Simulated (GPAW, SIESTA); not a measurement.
This is a calculation of Te (Tellurium) for GPAW 26.7.0 (ASE script). 

run.py

```python
from ase import Atoms
from ase.dft.bandgap import bandgap
from ase.io import write
from ase.units import Bohr, GPa
from gpaw import GPAW, PW
from gpaw.elf import elf_from_dft_calculation

atoms = Atoms(['Te', 'Te', 'Te'],
              cell=[[4.454, 0.0, 0.0],
                    [-2.227, 3.8572771485, 0.0],
                    [0.0, 0.0, 5.924]],
              scaled_positions=[[0.731, 0.731, 0.0],
                                [0.0, 0.269, 0.6666666667],
                                [0.269, 0.0, 0.3333333333]],
              pbc=True)

calc = GPAW(mode=PW(600),
            xc='PBE',
            kpts={'size': (7, 7, 5), 'gamma': True},
            occupations={'name': 'fermi-dirac', 'width': 0.05},
            nbands=19,
            convergence={'density': 1e-05, 'energy': 1e-05},
            maxiter=150,
            txt='gpaw.txt')
atoms.calc = calc
energy = atoms.get_potential_energy()
forces = atoms.get_forces()
stress = atoms.get_stress()
calc.write('gs.gpw')
write('result.traj', atoms)
print(f'Energy: {energy:.6f} eV')
print('Forces (eV/A):')
print(forces.round(4))
print('Stress (GPa):', (stress / GPa).round(3))
print('Fermi level:', round(calc.get_fermi_level(), 4), 'eV')
print(f'Gap: {bandgap(calc)[0]:.4f} eV, direct: {bandgap(calc, direct=True)[0]:.4f} eV')

# fields on the real-space grid
write('density.cube', atoms, data=calc.get_pseudo_density() * Bohr**3)
write('potential.cube', atoms, data=calc.get_electrostatic_potential())
write('elf.cube', atoms, data=elf_from_dft_calculation(calc).data)
```

Potentials or basis: GPAW PAW data sets (gpaw-data 1.2.1), pw.

Launch:

```sh
$ OMP_NUM_THREADS=1 python run.py
```

Problem. Translate it to SIESTA 5.4.2. Potentials or basis there: files PseudoDojo sr-pbe-0.4.1-standard, DZP (energy shift 0.003 Ry; two zetas on semicore shells).

Solution. As run (cutoffs and basis follow the program's own potentials, and thresholds, step limits or extra output files can differ):

The input Te.fdf:

```
SystemName                      Tellurium
SystemLabel                     Te
NumberOfSpecies                 1
NumberOfAtoms                   3
%block ChemicalSpeciesLabel
  1  52 Te
%endblock ChemicalSpeciesLabel

LatticeConstant                 1.0 Ang
%block LatticeVectors
     4.4540000000     0.0000000000     0.0000000000
    -2.2270000000     3.8572771485     0.0000000000
     0.0000000000     0.0000000000     5.9240000000
%endblock LatticeVectors
AtomicCoordinatesFormat         Fractional
%block AtomicCoordinatesAndAtomicSpecies
     0.7310000000     0.7310000000     0.0000000000  1  Te
     0.0000000000     0.2690000000     0.6666666667  1  Te
     0.2690000000     0.0000000000     0.3333333333  1  Te
%endblock AtomicCoordinatesAndAtomicSpecies

%block kgrid.MonkhorstPack
    7   0   0  0.0
    0   7   0  0.0
    0   0   5  0.0
%endblock kgrid.MonkhorstPack
XC.Functional                   GGA
XC.Authors                      PBE
PAO.BasisSize                   DZP
PAO.EnergyShift                 0.003 Ry
Mesh.Cutoff                     500 Ry
OccupationFunction              FD
ElectronicTemperature           0.05 eV
MaxSCFIterations                120
SCF.MustConverge                false
SCF.Mixer.Method                Pulay
SCF.Mixer.Weight                0.25
SCF.Mixer.History               8
SCF.DM.Tolerance                5.0e-05
SCF.H.Tolerance                 1.0e-03 eV
WriteForces                     true
Charge.Mulliken                 end
Charge.Hirshfeld                end
Charge.Voronoi                  end
SaveRho                         true
SaveElectrostaticPotential      true
%block PAO.Basis
  Te 4
  n=5 0 2
    5.635 0.000
  n=5 1 2
    7.297 0.000
  n=4 2 2
    3.260 0.000
  n=5 2 1
    7.297
%endblock PAO.Basis
```

Potentials or basis: PseudoDojo 0.4 standard (PBE files), converted to PSML, two zetas on semicore shells, DZP (energy shift 0.003 Ry; two zetas on semicore shells).

Run with:

```sh
$ siesta < Te.fdf > Te.out 2>&1
```

Both were run:

|  | GPAW | SIESTA |
| --- | --- | --- |
| Pressure | 1.1 GPa | 2.8 GPa |

The potentials hold 18 and 48 valence electrons a cell.

Pressure is positive in compression.
